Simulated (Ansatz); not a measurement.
# A decomposition energy, worked out: Cd4Te

The calculation used Ansatz, DFT PBE, scalar-relativistic, plane waves, PAW. Settings: cutoff 420 eV, Γ-centred meshes spaced at most about 0.3 Å⁻¹, and about 0.25 Å⁻¹ or finer for metals (2π included), Gaussian smearing. No spin polarisation.

Formation energies are uncorrected and refer to the elements' standard structures at the same level.

All energies are static (0 K, no zero-point motion). These runs have no spin–orbit coupling, which can matter for Te. The reference form of Te is held partly by dispersion forces, which this level lacks.

A trial structure of Cd4Te (reached from: LuAg4 type (I4/m); relaxed: space group I4/m (No. 87), a = 7.608 Å, c = 4.377 Å) has a formation energy of 0.058 eV/atom. At its composition the lowest mixture among the elements and 1 reference phase computed alike (others may be missing) consists of these:

```json
{"phase": "Cd (solid)", "source": "element", "ΔE_f (eV/atom)": "-0.006"}
{"phase": "CdTe (F-43m)", "source": "COD", "ΔE_f (eV/atom)": "-0.464"}
```

The lowest database cell of Cd (-0.006) lies slightly below the reference, hence the non-zero entry.

Question: Write the balanced decomposition and find its energy per atom, per formula unit and per mole of formula units.

Answer: Balancing Cd and Te gives Cd4Te → 3 Cd + CdTe. The left side holds 5 atoms, and the products take 3/5 (Cd) and 2/5 (CdTe) of them. The mixture therefore lies at 3/5 × (-0.006) + 2/5 × (-0.464) = -0.189 eV/atom. The reaction energy is -0.189 − (0.058) = -0.247 eV/atom. Times 5 atoms that is -1.235 eV per Cd4Te, and times 96.485 it is -119 kJ per mole of Cd4Te. Decomposition is downhill, so the trial structure is unstable against this mixture.
